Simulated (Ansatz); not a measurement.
Crystal: LiH.

```
CELL_PARAMETERS angstrom
0.00000 2.03675 2.03675
2.03675 0.00000 2.03675
2.03675 2.03675 0.00000
ATOMIC_POSITIONS crystal
Li 0.00000 0.00000 0.00000
H 0.50000 0.50000 0.50000
```

Base run:

* Program: Ansatz 0.2.0
* Functional: PBE0
* Potentials or basis: all-electron PAW datasets made for the crystal
* Cutoff: 220 eV
* Density cutoff: 880 eV
* k mesh: 8 × 8 × 8
* Occupations: fermi-dirac, width 0.05 eV
* Spin: no spin polarisation

Its results: band gap on the k mesh 4.69 eV, direct.

**Question.** The run is repeated on the same cell with these changes: functional from PBE0 to PBE; cutoff from 220 eV to 200 eV; density cutoff from 880 eV to 800 eV. What comes out?

**Answer.** Band gap on the k mesh 3.02 eV, direct.

PBE0 gives the wider gap, since exact exchange removes part of the self-interaction.

Caveats: the program warned that the printed levels may be off, so bands, gaps and densities of states are rough (some runs).

A k mesh can miss the band edges.

Not every run made on this cell is shown here.
